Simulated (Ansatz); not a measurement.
The system is Si.

```xyz
2
Lattice="0.0000 2.7219 2.7219 2.7219 0.0000 2.7219 2.7219 2.7219 0.0000" Properties=species:S:1:pos:R:3 pbc="T T T"
Si    2.7219    2.7219    2.7219
Si    4.0828    4.0828    4.0828
```

Base run:

* Program: Ansatz 0.2.0
* Functional: PBE
* Potentials or basis: Ansatz PAW
* Cutoff: 420 eV (not typed: the program's choice for these potentials)
* k mesh: 8 × 8 × 8
* Occupations: fermi-dirac, width 0.05 eV
* Spin: no spin polarisation

Its results: band gap on the k mesh 0.63 eV, indirect (least direct gap 2.56 eV); pressure 1.3 GPa.

Task: The run is repeated on the same cell with these changes: functional from PBE to r2SCAN; cutoff from 420 eV (not typed: the program's choice for these potentials) to 500 eV (not typed: the program's choice for these potentials). What comes out?

Result: Band gap on the k mesh 0.81 eV, indirect (least direct gap 2.74 eV); pressure 0.0 GPa.

r2SCAN gives the wider gap, since meta-GGAs in the generalised Kohn-Sham scheme recover part of the derivative discontinuity.

Caveats: the PAW data sets come from PBE, with cores solved anew for the run's functional, which leaves a small shift of forces and pressure (some runs).

A k mesh can miss the band edges.
